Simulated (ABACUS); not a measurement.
**N under changes of volume**

One of the cells (6.723 Å³/atom); the others are scaled copies at fixed shape and fractional positions:

```
CELL_PARAMETERS angstrom
2.51947 0.00000 0.00000
-1.25974 2.18193 0.00000
0.00000 0.00000 2.44600
ATOMIC_POSITIONS crystal
N 0.33333 0.66667 0.75000
N 0.66667 0.33333 0.25000
```

The real solid is made of molecules; this cell is a model form.

| Quantity | Value |
| --- | --- |
| Program | ABACUS 3.10.1 |
| Functional | PBE |
| Potentials or basis | PseudoDojo NC SR 0.4.1 PBE standard |
| Cutoff | 1361 eV |
| Density cutoff | 5442 eV |
| Basis | DZP LCAO (the cutoffs set its grid) |
| k mesh | 12 × 12 × 11 |
| Occupations | fermi-dirac, width 0.05 eV |
| Spin | no spin polarisation |

```tsv
volume (Å³/atom)	energy over the lowest point (meV/atom)	pressure (GPa)
6.320	69.94	29.1
6.454	48.14	23.4
6.589	30.86	18.1
6.723	17.77	13.3
6.858	?	?
6.992	2.64	4.9
7.127	0.00	1.1
```

Task: What does the run at 6.858 Å³/atom give?

Result: Energy over the lowest point 8.48 meV/atom; pressure 8.9 GPa.

Worked out: A Birch-Murnaghan fit of order 3 (a polynomial in V^(-2/3)) to the other rows has its minimum at 7.18 Å³/atom, just outside them, with B0 = V·E''(V) = 178 GPa and B' = 3.8 at fixed shape and positions, which overstates the stiffness. It gives 8.45 meV/atom at 6.858 Å³/atom, against the run's 8.48, and -dE/dV = 8.9 GPa, against 8.9.

Energies are extrapolated to zero smearing.

Caveats: the atomic orbitals were generated for these runs and aren't a published set; the basis of atomic orbitals isn't converged, which shifts pressures, moduli and gaps.
